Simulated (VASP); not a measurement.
# MoS₂: band gap

MoS₂, sheet, 3 atoms in the cell. PBE, spin-orbit coupling; PAW potentials S, Mo_sv (PBE set).

## Input

INCAR.step1:
```
SYSTEM = MoS2
  ALGO = Normal
  EDIFF = 1E-5
  ENCUT = 520
  GGA = PE
  GGA_COMPAT = .FALSE.
  ISIF = 2
  ISMEAR = 0
  KPAR = 4
  LASPH = .TRUE.
  LCHARG = .FALSE.
  LREAL = .FALSE.
  LSORBIT = .TRUE.
  LWAVE = .TRUE.
  MAGMOM = 0 0 0 0 0 0 0 0 0
  NBANDS = 39
  NELM = 150
  PREC = Accurate
  SIGMA = 0.02
```

INCAR.step2, as INCAR.step1 but for:
```
- EDIFF = 1E-5
- ISIF = 2
- LWAVE = .TRUE.
- NELM = 150
+ EDIFF = 1E-6
+ ISIF = 0
+ ISTART = 1
+ LMIXTAU = .TRUE.
+ LWAVE = .FALSE.
+ NELM = 300
```

KPOINTS:
```
k-points
0
Gamma
  8 8 1
```

KPOINTS_OPT:
```
path GMKGALHA,LM,KH
10
line-mode
reciprocal
 0.0000000000  0.0000000000  0.0000000000  G
 0.5000000000  0.0000000000  0.0000000000  M

 0.5000000000  0.0000000000  0.0000000000  M
 0.3333333333 -0.3333333333  0.0000000000  K

 0.3333333333 -0.3333333333  0.0000000000  K
 0.0000000000  0.0000000000  0.0000000000  G

 0.0000000000  0.0000000000  0.0000000000  G
 0.0000000000  0.0000000000 -0.5000000000  A

 0.0000000000  0.0000000000 -0.5000000000  A
 0.5000000000  0.0000000000 -0.5000000000  L

 0.5000000000  0.0000000000 -0.5000000000  L
 0.3333333333 -0.3333333333 -0.5000000000  H

 0.3333333333 -0.3333333333 -0.5000000000  H
 0.0000000000  0.0000000000 -0.5000000000  A

 0.5000000000  0.0000000000 -0.5000000000  L
 0.5000000000  0.0000000000  0.0000000000  M

 0.3333333333 -0.3333333333  0.0000000000  K
 0.3333333333 -0.3333333333 -0.5000000000  H
```

POSCAR:
```
MoS2
1.0
    3.1599999999      0.0000000000      0.0000000000
    1.5800000000      2.7366402759      0.0000000000
    0.0000000000      0.0000000000     19.0811500000
S Mo
2 1
Direct
    0.0000000000      0.0000000000      0.4192619418
    0.0000000000      0.0000000000      0.5807380582
    0.6666666667      0.6666666667      0.5001611538
```

Commands (each step's output is kept before the next begins):
```
cat potpaw_PBE.64/S/POTCAR potpaw_PBE.64/Mo_sv/POTCAR > POTCAR
cp INCAR.step1 INCAR
mpirun -np 4 vasp_ncl > vasp.out
cp INCAR.step2 INCAR
mpirun -np 4 vasp_ncl > vasp.out
```

## Result

- Gap, path and mesh (eV): 1.64
- Direct gap, path and mesh (eV): 1.64
- Gap on the mesh (eV): 1.84

VASP 6.6.1 took 164 s on 4 cores (Intel Xeon 6975P-C (Granite Rapids)), a shared host.
